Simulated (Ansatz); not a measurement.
(CH3)2NH on a (100) slab of Pb (Fm-3m (No. 225)), 3 planes, outer planes Pb (top) and Pb (bottom), 1 a cell of 49.2 Å², relaxed and still whole (its atoms last):

```xyz
22
Lattice="7.0142 0.0000 0.0000 0.0000 7.0142 0.0000 0.0000 0.0000 24.5263" Properties=species:S:1:pos:R:3 pbc="T T T"
Pb    1.7535    1.7535    8.0000
Pb    1.7535    5.2606    8.0000
Pb    5.2606    1.7535    8.0000
Pb    5.2606    5.2606    8.0000
Pb    3.5491    3.5396   10.6797
Pb    3.5200   -0.0254   10.3369
Pb    0.0442    3.4717   10.5656
Pb   -0.0351   -0.0177   10.6754
Pb    4.7846    5.7411   13.2860
Pb    5.5171    1.9545   13.2545
Pb    1.5264    5.0571   13.2190
Pb    2.2361    1.3200   13.1672
C     1.5389    0.4606   16.5203
N     1.7458    1.7229   15.8121
C     2.7435    2.5900   16.4371
H     1.2796    0.6063   17.5851
H     2.4601   -0.1382   16.4629
H     0.7367   -0.1066   16.0278
H     0.8558    2.2208   15.7021
H     2.5180    2.8009   17.4986
H     2.8011    3.5379   15.8831
H     3.7296    2.1055   16.3761
```

Level of theory: Ansatz, DFT PBE+D3(BJ), scalar-relativistic, plane waves, PAW. Plane waves to 420 eV, a k mesh through Γ of 3×3×1 on the computed 22-atom cell and Gaussian smearing (0.10 eV); no spin polarisation. A dipole correction removes the field between periodic images along c.

It binds with 0.70 eV a molecule against the clean slab and the free molecule (no zero-point or thermal terms); its shortest contact is N–Pb 2.72 Å. Take first-order desorption with no barrier to adsorption, no reaction on the face and an assumed prefactor of 10^13 s⁻¹.

Task: How long does a molecule stay at 573 K?

Result: τ = ν⁻¹·exp(E/k_BT) with k_BT = 0.0494 eV: E/k_BT = 14.2, so τ ≈ 1×10^-7 s. At about one hit a site a second (10⁻⁶ mbar) the coverage is near τ × 1 s⁻¹, so a layer needs roughly 7×10^0 mbar.

Task: Where does its peak lie in a desorption experiment heated at 5 K/s?

Result: The peak obeys E/(k_B·T_p²) = (ν/β)·exp(−E/k_BT_p). Solving gives T_p ≈ 266 K (E/k_BT_p = 30.5). An error of 0.1 eV in E moves it by about 38 K, and larger molecules have larger prefactors, which lowers it.

Task: Is this physisorption or chemisorption?

Result: The tightest contact, N–Pb 2.72 Å, is 1.25 times the sum of covalent radii, and deformation and lateral interaction add up to -0.08 eV; about 0.02 e cross the plane between them. It lies between the two: closer or more distorted than a van der Waals contact, longer than a covalent bond.

The molecule may also break up before it leaves, which wasn't tried.

An atom lies near a switch of its D3 coefficient C6 between reference coordination numbers, so the dispersion energy changes steeply there and can make or shift the minimum.